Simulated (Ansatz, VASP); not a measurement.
One calculation of V, two programs

File INCAR:

```
ALGO = Fast
EDIFF = 1E-7
ENCUT = 520
GGA = PE
ISIF = 2
ISMEAR = 0
LASPH = T
LCHARG = F
LREAL = F
LWAVE = F
NBANDS = 20
NELM = 100
PREC = Accurate
SIGMA = 0.1
```

The input KPOINTS:

```
k-points
0
Gamma
  16 16 12
```

Contents of POSCAR:

```
V
1.0
    1.9846094880      1.9846094880      0.0000000000
   -1.9846094880      1.9846094880      0.0000000000
    0.0000000000      0.0000000000      3.9692189761
V
2
Direct
    0.0000000000      0.0000000000      0.0000000000
    0.5000000000      0.5000000000      0.5000000000
```

Input for Ansatz:

```yaml
crystal:
  lattice:
    - [1.984609488, 1.984609488, 0.0]
    - [-1.984609488, 1.984609488, 0.0]
    - [0.0, 0.0, 3.9692189761]
  atoms:
    - { symbol: V, position: [0.0, 0.0, 0.0] }
    - { symbol: V, position: [0.5, 0.5, 0.5] }
basis:
  ecutwfc: 420
kpoints:
  mp_grid: { grid: [16, 16, 12] }
hamiltonian:
  xc: pbe
scf:
  occupations: { method: gaussian, width: 0.1 }
output:
  forces: true
  stress: true
  eigenvalues: true
```

Change from the starting cell: equal strain along all axes, cell held, atoms relaxed: +4.0 %.

Alike in both runs: task single point; functional PBE; k mesh 16 × 16 × 12; occupations gaussian, width 0.1 eV; no spin polarisation.

|  | VASP | Ansatz |
| --- | --- | --- |
| version | VASP 6.6.1 | Ansatz 0.2.0 |
| potentials or method | VASP PAW PBE potentials, release 64 (V_sv) | scalar-relativistic, plane waves, PAW |
| plane-wave cutoff (eV) | 520 | 420 |
| valence electrons in the cell | 26 | 26 |

```csv
,VASP,Ansatz,Ansatz less VASP
gap on the k mesh at the Fermi level (eV),none,none,-
pressure (GPa),-16.3,-16.5,-0.17
```

A gap of «none» marks a metal or a gap that the smearing closes.

Caveats: so large a pressure means that the cell lies far from this level's equilibrium, or that cutoff or potentials fall short (VASP); the real-space grid breaks the cell's symmetry a little (VASP).
